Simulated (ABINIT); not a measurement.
# MoS2 (P-3m1) in ABINIT: equation of state

Aim: energy against volume of MoS2 in PBEsol, for its equilibrium volume and stiffness.

All numbers are computed with ABINIT 10.8.3 (patched build); they aren't measurements. Logs are shortened: lines on timing, memory, paths and dates and some standing lists are left out, and cuts for length are marked. The log counts tension as positive stress, the text compression.

## Step 1: The structure

It takes space group P-3m1 (No. 164, trigonal). Conventional cell: a = 3.227 Å, b = 3.227 Å, c = 6.312 Å, α = 90.00°, β = 90.00°, γ = 120.00°. Mo (site symmetry -3m) is surrounded by 6 S at 2.42 Å. Around S (site symmetry 3m) lie 3 Mo at 2.42 Å.

Measurements of this composition are mostly on another form, of space group No. 194.

## Step 2: Equation of state, PBEsol

The input, run.abi:

```
# Datasets: one volume each
ndtset 7
getwfk -1
scalecart1 3*0.9795861087
scalecart2 3*0.9864848297
scalecart3 3*0.9932883884
scalecart4 3*1.0000000000
scalecart5 3*1.0066227096
scalecart6 3*1.0131594038
scalecart7 3*1.0196128224

# Pseudopotentials
pp_dirpath "./"
pseudos "Mo.upf, S.upf"

# Structure
acell 6.0990240984 6.0990240983 11.9288459328
rprim
     1.0000000000     0.0000000000     0.0000000000
    -0.5000000000     0.8660254038     0.0000000000
     0.0000000000     0.0000000000     1.0000000000
ntypat 2
znucl 42 16
natom 3
typat 1 2 2
xred
     0.0000000000     0.0000000000     0.5000000000
     0.6666666667     0.3333333333     0.7446806800
     0.3333333333     0.6666666667     0.2553193200

# Plane-wave basis
ecut 1088.455450 eV

# k points
kptopt 1
ngkpt 9 9 4
nshiftk 1
shiftk 0.0 0.0 0.0

# Exchange and correlation
ixc -116133

# Bands and occupations
nband 17
occopt 3
tsmear 0.00183747

# SCF cycle
nstep 100
tolvrs 1.0e-10

# Output
iomode 3
prtwf 1
prtden 0
prteig 0
prtebands 0
enunit 2
```

Potentials or basis: PseudoDojo NC SR PBEsol v0.4.1 standard.

On the command line:

```console
$ abinit run.abi > log 2>&1
```

run.abo:

```text
.Version 10.8.3 of ABINIT
 DATASET    1 : space group P-3 m 1 (#164); Bravais hP (primitive hexag.)
================================================================================
 Values of the parameters that define the memory need for DATASET  1.
     intxc =       0    ionmov =       0      iscf =       7    lmnmax =       6
     lnmax =       6     mgfft =      72  mpssoang =       3    mqgrid =    3327
     natom =       3  nloc_mem =       1    nspden =       1   nspinor =       1
    nsppol =       1      nsym =      12    n1xccc =    2501    ntypat =       2
    occopt =       3   xclevel =       2
       mpw =        4403          nfft =       93312          nkpt =          43
================================================================================
================================================================================
[... 61 lines left out ...]
 DATASET    7 : space group P-3 m 1 (#164); Bravais hP (primitive hexag.)
================================================================================
 Values of the parameters that define the memory need for DATASET  7.
     intxc =       0    ionmov =       0      iscf =       7    lmnmax =       6
     lnmax =       6     mgfft =      72  mpssoang =       3    mqgrid =    3463
     natom =       3  nloc_mem =       1    nspden =       1   nspinor =       1
    nsppol =       1      nsym =      12    n1xccc =    2501    ntypat =       2
    occopt =       3   xclevel =       2
       mpw =        4974          nfft =       93312          nkpt =          43
================================================================================
================================================================================

--------------------------------------------------------------------------------
------------- Echo of variables that govern the present computation ------------
--------------------------------------------------------------------------------
 -outvars: echo values of preprocessed input variables --------
            acell      6.0990240984E+00  6.0990240983E+00  1.1928845933E+01 Bohr
              amu      9.59400000E+01  3.20660000E+01
             ecut      4.00000000E+01 Hartree
           enunit           2
           getwfk          -1
              ixc     -116133
           jdtset        1    2    3    4    5    6    7
         kptrlatt        9    0    0      0    9    0      0    0    4
          kptrlen1     4.67413271E+01
          kptrlen2     4.70705022E+01
          kptrlen3     4.73951366E+01
          kptrlen4     4.77153837E+01
          kptrlen5     4.80313889E+01
          kptrlen6     4.83432897E+01
          kptrlen7     4.86512171E+01
            natom           3
            nband          17
           ndtset           7
            ngfft          36      36      72
             nkpt          43
            nstep         100
             nsym          12
           ntypat           2
           occopt           3
           prtden           0
        prtebands           0
           prteig           0
            rprim1     9.7958610870E-01  0.0000000000E+00  0.0000000000E+00
                      -4.8979305435E-01  8.4834645534E-01  0.0000000000E+00
                       0.0000000000E+00  0.0000000000E+00  9.7958610870E-01
            rprim2     9.8648482970E-01  0.0000000000E+00  0.0000000000E+00
                      -4.9324241485E-01  8.5432092298E-01  0.0000000000E+00
                       0.0000000000E+00  0.0000000000E+00  9.8648482970E-01
            rprim3     9.9328838840E-01  0.0000000000E+00  0.0000000000E+00
                      -4.9664419420E-01  8.6021297765E-01  0.0000000000E+00
                       0.0000000000E+00  0.0000000000E+00  9.9328838840E-01
            rprim4     1.0000000000E+00  0.0000000000E+00  0.0000000000E+00
                      -5.0000000000E-01  8.6602540380E-01  0.0000000000E+00
                       0.0000000000E+00  0.0000000000E+00  1.0000000000E+00
            rprim5     1.0066227096E+00  0.0000000000E+00  0.0000000000E+00
                      -5.0331135480E-01  8.7176083856E-01  0.0000000000E+00
                       0.0000000000E+00  0.0000000000E+00  1.0066227096E+00
            rprim6     1.0131594038E+00  0.0000000000E+00  0.0000000000E+00
                      -5.0657970190E-01  8.7742178179E-01  0.0000000000E+00
                       0.0000000000E+00  0.0000000000E+00  1.0131594038E+00
            rprim7     1.0196128224E+00  0.0000000000E+00  0.0000000000E+00
                      -5.0980641120E-01  8.8301060624E-01  0.0000000000E+00
                       0.0000000000E+00  0.0000000000E+00  1.0196128224E+00
          spgroup         164
           tolvrs      1.00000000E-10
           tsmear      1.83747000E-03 Hartree
            typat      1  2  2
           xangst1     0.0000000000E+00  0.0000000000E+00  3.0918056348E+00
                       1.5807897244E+00  9.1266937290E-01  4.6048158451E+00
                       1.7279119752E-11  1.8253387458E+00  1.5787954245E+00
           xangst2     0.0000000000E+00  0.0000000000E+00  3.1135796313E+00
                       1.5919224131E+00  9.1909683376E-01  4.6372451941E+00
                       1.7401244460E-11  1.8381936675E+00  1.5899140684E+00
           xangst3     0.0000000000E+00  0.0000000000E+00  3.1350532730E+00
                       1.6029015354E+00  9.2543563297E-01  4.6692272063E+00
                       1.7521019121E-11  1.8508712659E+00  1.6008793396E+00
           xangst4     0.0000000000E+00  0.0000000000E+00  3.1562367079E+00
                       1.6137322797E+00  9.3168876610E-01  4.7007769957E+00
                       1.7638868755E-11  1.8633775322E+00  1.6116964200E+00
           xangst5     0.0000000000E+00  0.0000000000E+00  3.1771395470E+00
                       1.6244195600E+00  9.3785907023E-01  4.7319088766E+00
                       1.7756212636E-11  1.8757181405E+00  1.6223702174E+00
           xangst6     0.0000000000E+00  0.0000000000E+00  3.1977709012E+00
                       1.6349680344E+00  9.4394923478E-01  4.7626364184E+00
[... 10 lines left out ...]
            xcart3     0.0000000000E+00  0.0000000000E+00  5.9243920760E+00
                       3.0290449088E+00  1.7488198935E+00  8.8235606395E+00
                       3.3109927586E-11  3.4976397869E+00  3.0252235125E+00
            xcart4     0.0000000000E+00  0.0000000000E+00  5.9644229664E+00
                       3.0495120492E+00  1.7606366025E+00  8.8831811009E+00
                       3.3332631118E-11  3.5212732050E+00  3.0456648319E+00
            xcart5     0.0000000000E+00  0.0000000000E+00  6.0039236076E+00
                       3.0697080819E+00  1.7722967874E+00  8.9420118296E+00
                       3.3554378916E-11  3.5445935749E+00  3.0658353857E+00
            xcart6     0.0000000000E+00  0.0000000000E+00  6.0429112166E+00
                       3.0896418097E+00  1.7838055305E+00  9.0000784680E+00
                       3.3772277950E-11  3.5676110610E+00  3.0857439653E+00
            xcart7     0.0000000000E+00  0.0000000000E+00  6.0814021348E+00
                       3.1093215874E+00  1.7951676555E+00  9.0574053541E+00
                       3.3986328221E-11  3.5903353110E+00  3.1053989154E+00
             xred      0.0000000000E+00  0.0000000000E+00  5.0000000000E-01
                       6.6666666667E-01  3.3333333333E-01  7.4468068000E-01
                       3.3333333333E-01  6.6666666667E-01  2.5531932000E-01
            znucl       42.00000   16.00000

================================================================================

 chkinp: Checking input parameters for consistency, jdtset=   1.

 chkinp: Checking input parameters for consistency, jdtset=   2.
[... 37 lines left out ...]
- pspini: atom type   2  psp file is ./S.upf
12 -116133 2 -1 1146                          pspcod,pspxc,lmax,lloc,mmax
     nproj     2     2     2

   8.68054243E+02                                ecore*ucvol(ha*bohr**3)
--------------------------------------------------------------------------------

================================================================================

--- !BeginCycle
iteration_state: {dtset: 1, }
solver: {iscf: 7, nstep: 100, nline: 4, wfoptalg: 0, }
tolerances: {tolvrs: 1.00E-10, }
...
[... 1206 lines left out ...]
-Cartesian components of stress tensor (GPa)         [Pressure= -9.8409E+00 GPa]
- sigma(1 1)=  1.07289459E+01  sigma(3 2)=  0.00000000E+00
- sigma(2 2)=  1.07289459E+01  sigma(3 1)=  0.00000000E+00
- sigma(3 3)=  8.06489628E+00  sigma(2 1)= -1.55859335E-09

== END DATASET(S) ==============================================================
================================================================================

 -outvars: echo values of variables after computation  --------
            acell      6.0990240984E+00  6.0990240983E+00  1.1928845933E+01 Bohr
           etotal1    -9.2384067657E+01
           etotal2    -9.2385096934E+01
           etotal3    -9.2385299414E+01
           etotal4    -9.2384761720E+01
           etotal5    -9.2383561733E+01
           etotal6    -9.2381769329E+01
           etotal7    -9.2379447417E+01
            fcart1    -6.0091757354E-29 -3.4693992284E-29 -0.0000000000E+00
                       3.0045878677E-29  1.7346996142E-29  2.1306840081E-02
                       3.0045878677E-29  1.7346996142E-29 -2.1306840081E-02
            fcart2    -2.9835760764E-29 -1.7225684508E-29 -0.0000000000E+00
                      -2.9835760764E-29 -1.2057979156E-28  1.3847494784E-02
                       5.9671521527E-29  1.3780547607E-28 -1.3847494784E-02
            fcart3    -0.0000000000E+00 -0.0000000000E+00 -0.0000000000E+00
                      -0.0000000000E+00  2.0529235997E-28  6.9433392935E-03
                      -0.0000000000E+00 -2.0529235997E-28 -6.9433392935E-03
            fcart4    -0.0000000000E+00 -1.3594301159E-28 -0.0000000000E+00
[... 52 lines left out ...]
           xangst3     0.0000000000E+00  0.0000000000E+00  3.1350532730E+00
                       1.6029015354E+00  9.2543563297E-01  4.6692272063E+00
                       1.7521019121E-11  1.8508712659E+00  1.6008793396E+00
           xangst4     0.0000000000E+00  0.0000000000E+00  3.1562367079E+00
                       1.6137322797E+00  9.3168876610E-01  4.7007769957E+00
                       1.7638868755E-11  1.8633775322E+00  1.6116964200E+00
           xangst5     0.0000000000E+00  0.0000000000E+00  3.1771395470E+00
                       1.6244195600E+00  9.3785907023E-01  4.7319088766E+00
                       1.7756212636E-11  1.8757181405E+00  1.6223702174E+00
           xangst6     0.0000000000E+00  0.0000000000E+00  3.1977709012E+00
                       1.6349680344E+00  9.4394923478E-01  4.7626364184E+00
                       1.7871519840E-11  1.8878984696E+00  1.6329053840E+00
           xangst7     0.0000000000E+00  0.0000000000E+00  3.2181394179E+00
                       1.6453821243E+00  9.4996181240E-01  4.7929725001E+00
                       1.7984790365E-11  1.8999236248E+00  1.6433063357E+00
             xred      0.0000000000E+00  0.0000000000E+00  5.0000000000E-01
                       6.6666666667E-01  3.3333333333E-01  7.4468068000E-01
                       3.3333333333E-01  6.6666666667E-01  2.5531932000E-01
 Calculation completed.
```

It took 15 min on 1 thread of Arm Neoverse V1, shared host; peak memory 0.17 GiB.

Results:

```yaml
Equilibrium_volume: 18.51 Å³/atom
Bulk_modulus_at_fixed_shape_and_positions: 142 GPa
Pressure_derivative_of_the_bulk_modulus: 4.4
```

Energy against volume, from the lowest point:
```tsv
volume (Å³/atom)	energy (meV/atom)
17.843	11.17
18.222	1.84
18.602	0.00
18.982	4.88
19.361	15.76
19.741	32.02
20.120	53.08
```

Caveat: pressures at fixed basis lie under the slope of the energies; the cell was scaled at fixed shape and fractional positions, which overstates the stiffness of a crystal with free parameters, most of all of layers and chains; this functional lacks dispersion, which binds the layers, so the pressure and a relaxed spacing across them are unreliable.
